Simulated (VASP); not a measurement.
Wanted: the native input for a VASP 6.6.1 run.

- Task: single point
- Functional: PBE
- Potentials or basis: VASP PAW PBE potentials, release 64 (Gd)
- Cutoff: 520 eV
- k mesh: 9 × 9 × 9
- Occupations: fermi-dirac, width 0.05 eV
- Spin: collinear spin, typed start
- Starting moments: [8.5] μB
- Dipole correction: no
- Further INCAR settings: ALGO = Normal; EDIFF = 1e-06; NBANDS = 19

The structure of Gd lies in POSCAR:

```
Gd
1.0
    0.0000000000      2.5858190855      2.5858190855
    2.5858190855      0.0000000000      2.5858190855
    2.5858190855      2.5858190855      0.0000000000
Gd
1
Direct
    0.0000000000      0.0000000000      0.0000000000
```

This isn't the form of Gd at room conditions, which is hcp.

These files were run (other wordings do the same):

INCAR

```
SYSTEM = Gd
ALGO = Normal ; EDIFF = 1E-6
ENCUT = 520 ; GGA = PE
ISIF = 2 ; ISMEAR = -1
ISPIN = 2 ; LASPH = .TRUE.
LCHARG = .TRUE. ; LELF = .TRUE.
LMAXMIX = 6 ; LORBIT = 11
LREAL = .FALSE. ; LVHAR = .TRUE.
LWAVE = .FALSE. ; MAGMOM = 8.5
NBANDS = 19 ; NELM = 150
PREC = Accurate ; SIGMA = 0.05
```

KPOINTS

```
k-points
0
G
  9 9 9
  0 0 0
```

Potentials or basis: VASP PAW PBE potentials, release 64 (Gd).

Run with:

```bash
$ cat potpaw_PBE.64/Gd/POTCAR > POTCAR
$ mpirun -np 1 vasp_std > vasp.out
```

Results of the run:

```yaml
Pressure: -1.2 GPa
Band_gap_on_the_k_mesh: none (metal or under the smearing width)
Net_moment: 7.59 μB per cell
Site_moments: Gd +6.97 μB
Valence_electrons_inside_the_program's_atomic_spheres: Gd 15.19
```

Caveat: spin-orbit coupling is left out, which moves the levels of the heavy elements.

Wall time 42 s on 1 thread of Intel(R) Xeon(R) 6975P-C (Granite Rapids), on a shared host, peak memory 0.2 GiB.
